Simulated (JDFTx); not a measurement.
Runs of JDFTx 1.7.0 (patched build) on Al. Symmetry: Pm-3m, No. 221, cubic system. Conventional cell: a = 2.722 Å, b = 2.722 Å, c = 2.722 Å, α = 90.00°, β = 90.00°, γ = 90.00°. Al (site symmetry m-3m) has 6 Al at 2.72 Å as nearest neighbours. The cell was built by a generator and needn't be a form met in nature.

```tsv
level	gap on the mesh (eV)	pressure (GPa)	relaxed volume (Å³/atom)
BLYP	none	0.0	21.22
LDA	none	0.0	18.97
SCAN	none	0.0	20.34
revPBE	none	0.0	20.61
PBEsol	none	0.0	19.69
AM05	none	0.0	19.56
r2SCAN	none	0.0	(b)
TPSS	none	0.1	(c)
RPBE	none	0.0	(a)
```

Alike in all rows: task relaxation of cell and atoms; potentials or basis SG15-PBE-1.2 with smoothed tails; no spin polarisation; cell relaxed; k mesh 5 × 5 × 5; cutoff (eV) 1088; smearing fermi-dirac 0.05 eV; the mesh is coarse, so values aren't converged.

**Question.** Fill in the values left out.

**Answer.** (a) 20.72; (b) 20.16; (c) 20.10.

Caveats: all runs use coarse meshes; the potentials were made for another functional, which shifts forces and pressure.

A gap of «none» marks a metal or a gap under the smearing width.

Runs at the PBE level aren't shown here.
